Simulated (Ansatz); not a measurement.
**MoS2: a single-point run**

Wanted: a converged single-point run for MoS2, and a check of what comes out. The structure is shown as the input types it. The cell is built on a prototype (CdCl2 type) and needn't be the phase found in nature.

Computed with Ansatz 0.2.0 (density functional or hybrid calculation with the settings of its input, plane waves (as first typed), unless a step's input says otherwise).

7 further runs of the same task are left out: 1 for a known fault of the program, 6 that didn't finish.

## (1) The starting structure

It takes space group R-3m (No. 166, trigonal). The conventional cell has a = 3.193 Å, b = 3.193 Å, c = 18.232 Å, α = 90.00°, β = 90.00°, γ = 120.00°. Mo (site symmetry -3m) is surrounded by 6 S at 2.42 Å. S (site symmetry 3m) is surrounded by 3 Mo at 2.42 Å.

Coordinates:

```cif
data_structure
_symmetry_space_group_name_H-M 'P 1'
_symmetry_Int_Tables_number 1
_cell_length_a 6.3507
_cell_length_b 6.3507
_cell_length_c 6.3507
_cell_angle_alpha 29.120
_cell_angle_beta 29.120
_cell_angle_gamma 29.120
_cell_volume 53.66
loop_
_atom_site_label
_atom_site_type_symbol
_atom_site_fract_x
_atom_site_fract_y
_atom_site_fract_z
_atom_site_occupancy
Mo1 Mo 0.00000 0.00000 0.00000 1
S1 S 0.24743 0.24743 0.24743 1
S2 S 0.75257 0.75257 0.75257 1
```

## (2) Running it

The input, input.yaml:

```yaml
crystal:
  lattice:
    - [1.5965300421, 0.9217570496, 6.0772315024]
    - [-1.5965300421, 0.9217570496, 6.0772315024]
    - [0.0, -1.8435140992, 6.0772315024]
  atoms:
    - { symbol: Mo, position: [0.0, 0.0, 0.0] }
    - { symbol: S, position: [0.2474267352, 0.2474267352, 0.2474267352] }
    - { symbol: S, position: [0.7525732648, 0.7525732648, 0.7525732648] }
kpoints:
  mp_grid: { grid: [6, 6, 6] }
hamiltonian:
  xc: pbe
scf:
  occupations: { method: fermi_dirac, width: 0.02 }
  n_extra_bands: 4
  convergence: { dr2_threshold: 0.01 }
  max_iter: 100
output:
  forces: true
  stress: true
  eigenvalues: true
```

Command:

```
$ ansatz run input.yaml --threads 4 --pin off --max-ram 3686MiB --backend cpu --events-out ev --progress --plain --runs-dir out
```

What happens when this is run?

The program finished normally, with warnings (force scf threshold loose, stress scf threshold loose). Its log warns: «scf.convergence.dr2_threshold = 1e-2 eV is looser than this run's default, which is 1e-7 eV or tighter. The error in the forces grows as the threshold's square root ...»

The threshold asked is loose, but the program put off the close and ended at dr2 = 1.1e-8, so little accuracy was lost here.

To check: delete scf.convergence.dr2_threshold (the default then holds).
